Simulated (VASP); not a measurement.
# HfN: convergence, vacuum levels of a slab or layer

HfN, slab, 6 atoms in the cell. PBE; PAW potentials Hf_pv, N (PBE set). VASP 6.6.1.

Wanted: face levels within 0.04 eV; energy within 2 meV/atom; forces within 0.02 eV/Å.

Crystal: HfN, Fm-3m; Face: (1 1 1); Atomic planes: 6; Dipole correction: yes.

Face levels: vacuum level at each face, counted from the Fermi level.

POSCAR of the starting run:
```
HfN
1.0
    3.2056702414      0.0000000000      0.0000000000
   -1.6028351208      2.7761918653      0.0000000000
    0.0000000000      0.0000000000     21.5435469796
Hf N
3 3
Direct
    0.5000000000      0.2500000000      0.4088792530
    0.1666666667      0.5833333333      0.5303735823
    0.8333333334      0.9166666667      0.6518679117
    0.1666666667      0.5833333333      0.3481320883
    0.8333333334      0.9166666667      0.4696264177
    0.5000000000      0.2500000000      0.5911207470
```

The series start from vacuum (Å): 15; correction: LDIPOL, IDIPOL 3, DIPOL, AMIN 0.01; k spacing (1/Å): 0.3; Cutoff ENCUT (eV): 525; SCF threshold EDIFF (eV): 1e-6; PREC: Accurate; LREAL: .FALSE.; ALGO: Normal. Each series keeps the choices made before it, and each single choice may use up half of a tolerance.

## Vacuum (Å)

| Vacuum (Å) | Face levels, largest deviation (eV) | Energy less reference (meV/atom) | Forces, largest deviation (eV/Å) | SCF iterations | Time (s) |
|---|---|---|---|---|---|
| 6 | 0.503 | 4.5 | 0.048 | 39 | 32 |
| 8 | 0.080 | 0.2 | 0.005 | 45 | 44 |
| 10 | 0.010 | -0.1 | 0.016 | 31 | 37 |
| 12 | 0.006 | -0.1 | 0.002 | 32 | 38 |
| 15 | 0.002 | -0.1 | 0.002 | 36 | 53 |
| 20 | 0.000 | 0.0 | 0.000 | 52 | 95 |
| 25 (reference) | 0.000 | 0.0 | 0.000 | 50 | 109 |

Chosen: 12, the loosest value from which every tighter one stays within half of the tolerance.

## Correction

| Correction | Face levels, largest deviation (eV) | Energy less reference (meV/atom) | Forces, largest deviation (eV/Å) | SCF iterations | Time (s) |
|---|---|---|---|---|---|
| LDIPOL, IDIPOL 3, DIPOL, AMIN 0.01 | 0.000 | 0.0 | 0.000 | 32 | 38 |
| LDIPOL, default AMIN | 0.003 | 0.0 | 0.007 | 48 | 56 |
| LDIPOL, no DIPOL | no result | no result | no result | 150 | 244 |
| IDIPOL 3 alone (energy only) | 1.838 | 6.4 | 0.015 | 43 | 78 |
| kernel truncation, coarsened | 0.069 | 0.1 | 0.001 | 44 | 108 |
| kernel truncation, full padding | 0.004 | 0.1 | 0.002 | 46 | 123 |

Chosen: LDIPOL, IDIPOL 3, DIPOL, AMIN 0.01; no other choice that stays within half of the tolerance saves 30 % of the time.

## k spacing (1/Å)

| k spacing (1/Å) | Face levels, largest deviation (eV) | Energy less reference (meV/atom) | Forces, largest deviation (eV/Å) | SCF iterations | Time (s) |
|---|---|---|---|---|---|
| 0.6 | 0.034 | -2.5 | 0.172 | 30 | 27 |
| 0.45 | 0.040 | 4.5 | 0.044 | 33 | 48 |
| 0.3 | 0.065 | -0.3 | 0.037 | 32 | 38 |
| 0.22 | 0.005 | 0.1 | 0.028 | 32 | 64 |
| 0.16 (reference) | 0.000 | 0.0 | 0.000 | 33 | 96 |

Chosen: 0.16; the next looser run is off by more than half of the tolerance, so convergence isn't shown beyond this value.

## Cutoff ENCUT (eV)

| Cutoff ENCUT (eV) | Face levels, largest deviation (eV) | Energy less reference (meV/atom) | Forces, largest deviation (eV/Å) | SCF iterations | Time (s) |
|---|---|---|---|---|---|
| 320 | 0.006 | 7.6 | 0.020 | 30 | 54 |
| 400 | 0.001 | 1.8 | 0.022 | 34 | 88 |
| 460 | 0.002 | 1.7 | 0.003 | 32 | 94 |
| 525 | 0.001 | 3.0 | 0.002 | 33 | 96 |
| 600 | 0.002 | 2.1 | 0.010 | 31 | 152 |
| 725 (reference) | 0.000 | 0.0 | 0.000 | 31 | 173 |

Chosen: 725; the next looser run is off by more than half of the tolerance, so convergence isn't shown beyond this value.

## SCF threshold EDIFF (eV)

| SCF threshold EDIFF (eV) | Face levels, largest deviation (eV) | Energy less reference (meV/atom) | Forces, largest deviation (eV/Å) | SCF iterations | Time (s) |
|---|---|---|---|---|---|
| 0.001 | 0.431 | -0.2 | 0.186 | 17 | 95 |
| 0.0001 | 0.365 | 0.2 | 0.013 | 19 | 112 |
| 1e-5 | 0.004 | 0.0 | 0.006 | 28 | 159 |
| 1e-6 | 0.000 | 0.0 | 0.000 | 31 | 173 |
| 1e-7 (reference) | 0.000 | 0.0 | 0.000 | 31 | 176 |

Chosen: 1e-5.

## PREC

| PREC | Face levels, largest deviation (eV) | Energy less reference (meV/atom) | Forces, largest deviation (eV/Å) | SCF iterations | Time (s) |
|---|---|---|---|---|---|
| Accurate | 0.000 | 0.0 | 0.000 | 28 | 159 |
| Normal | 0.001 | 0.0 | 0.001 | 28 | 94 |

Chosen: Normal, the fastest of those that stay within half of the tolerance.

## LREAL

| LREAL | Face levels, largest deviation (eV) | Energy less reference (meV/atom) | Forces, largest deviation (eV/Å) | SCF iterations | Time (s) |
|---|---|---|---|---|---|
| .FALSE. | 0.000 | 0.0 | 0.000 | 28 | 94 |
| Auto | 0.000 | 0.0 | 0.013 | 28 | 86 |

Chosen: .FALSE..

## ALGO

| ALGO | Face levels, largest deviation (eV) | Energy less reference (meV/atom) | Forces, largest deviation (eV/Å) | SCF iterations | Time (s) |
|---|---|---|---|---|---|
| Normal | 0.000 | 0.0 | 0.000 | 28 | 94 |
| Fast | 0.003 | 0.0 | 0.008 | 27 | 73 |
| All | 0.015 | 0.0 | 0.011 | 81 | 284 |

Chosen: Fast; it saves 21.6 s of 94, so Normal would do nearly as well.

## All choices together

| Input | Face levels, largest deviation (eV) | Energy less reference (meV/atom) | Forces, largest deviation (eV/Å) | Time (s) |
|---|---|---|---|---|
| starting input without the dipole correction (naive) | 1.818 | -2.6 | 0.046 | 58 |
| chosen settings | 0.004 | -0.1 | 0.012 | 73 |
| reference settings throughout | 0.000 | 0.0 | 0.000 | 468 |

The chosen settings stay within the tolerance of the reference run, but the reference itself isn't shown to be converged in: k spacing (1/Å), Cutoff ENCUT (eV).

Values of the reference run: Face levels: 4.545, 8.363 eV.

## The input

INCAR:
```
SYSTEM = HfN
PREC = Normal
ENCUT = 725
EDIFF = 1E-5
ISMEAR = 0
SIGMA = 0.1
LREAL = .FALSE.
LASPH = .TRUE.
ALGO = Fast
NELM = 150
LWAVE = .FALSE.
LCHARG = .FALSE.
GGA = PE
KPAR = 4
LVHAR = .TRUE.
LVACPOTAV = .TRUE.
LDIPOL = .TRUE.
IDIPOL = 3
DIPOL = 0.5 0.5 0.5
AMIN = 0.01
```

KPOINTS:
```
Automatic mesh
0
Gamma
  15 15 1
  0 0 0
```

POSCAR:
```
HfN
1.0
    3.2056702414      0.0000000000      0.0000000000
   -1.6028351208      2.7761918653      0.0000000000
    0.0000000000      0.0000000000     18.5435469796
Hf N
3 3
Direct
    0.5000000000      0.2500000000      0.3941376158
    0.1666666667      0.5833333333      0.5352874614
    0.8333333334      0.9166666667      0.6764373069
    0.1666666667      0.5833333333      0.3235626931
    0.8333333334      0.9166666667      0.4647125386
    0.5000000000      0.2500000000      0.6058623842
```

Commands:
```
cat potpaw_PBE.64/Hf_pv/POTCAR potpaw_PBE.64/N/POTCAR > POTCAR
mpirun -np 4 vasp_std > vasp.out
```

The chosen input took VASP 6.6.1 73 s on 4 cores (Intel Xeon Platinum 8259CL @ 2.50GHz (Skylake/Cascade Lake)), a shared host.

## An input that fails: LDIPOL without IDIPOL

It runs to its end, but against the unchanged starting input it is off by 8.342 eV in the face levels, 282.2 meV/atom in the energy, 10.017 eV/Å in the forces.

Changes against the starting input:
```
- LVACPOTAV = True
- IDIPOL = 3
```
